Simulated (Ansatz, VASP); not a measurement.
Two plane-wave programs on PbS

INCAR

```
SYSTEM = PbS
  PREC = Accurate
  ENCUT = 520
  EDIFF = 1E-6
  ISMEAR = 0
  SIGMA = 0.01
  LREAL = .FALSE.
  LASPH = .TRUE.
  NELM = 80
  ALGO = Normal
  ISIF = 2
  LWAVE = .FALSE.
  LCHARG = .TRUE.
  GGA = PS
  LELF = .TRUE.
  LVHAR = .TRUE.
  NBANDS = 28
```

Contents of KPOINTS:

```
regular mesh
0
G
  6 6 4
  0 0 0
```

POSCAR

```
PbS
1.0
    2.0799526900     -5.9912968600      0.0000000000
    2.0799526900      5.9912968600      0.0000000000
    0.0000000000      0.0000000000      4.2793209400
Pb S
2 2
Direct
    0.8694366506      0.1305633494      0.7499999988
    0.1305633494      0.8694366506      0.2499999988
    0.6452029102      0.3547970898      0.7499999988
    0.3547970898      0.6452029102      0.2499999988
```

Input for Ansatz:

```yaml
crystal:
  lattice:
    - [2.07995269, -5.99129686, 0.0]
    - [2.07995269, 5.99129686, 0.0]
    - [0.0, 0.0, 4.27932094]
  atoms:
    - { symbol: Pb, position: [0.869436650648621, 0.13056334935137906, 0.7499999988315903] }
    - { symbol: Pb, position: [0.13056334935137906, 0.869436650648621, 0.24999999883159033] }
    - { symbol: S, position: [0.6452029102093265, 0.3547970897906735, 0.7499999988315903] }
    - { symbol: S, position: [0.3547970897906735, 0.6452029102093265, 0.24999999883159033] }
basis:
  ecutwfc: 470.0
kpoints:
  mp_grid:
    grid: [6, 6, 4]
hamiltonian:
  xc: pbesol
  pseudopotentials:
    kind: paw
scf:
  occupations:
    method: fixed
output:
  eigenvalues: true
```

Measurements of this composition are mostly on another form, of space group No. 225.

Alike in both runs: task single point; functional PBEsol; k mesh 6 × 6 × 4; no spin polarisation.

```csv
,VASP,Ansatz
version,VASP 6.6.1,Ansatz 0.2.0
potentials or method,"VASP PAW PBE potentials, release 64 (Pb_d, S)","plane waves, PAW"
plane-wave cutoff (eV),520,470
occupations,"gaussian, width 0.01 eV",fixed
valence electrons in the cell,40,40
```

|  | VASP | Ansatz | Ansatz less VASP |
| --- | --- | --- | --- |
| gap on the k mesh at the Fermi level (eV) | 1.21 | 1.21 | 0.000 |

Caveats: spin-orbit coupling is left out, which as a rule narrows the gap of such compounds by several tenths of an eV. A k mesh can miss the band edges.
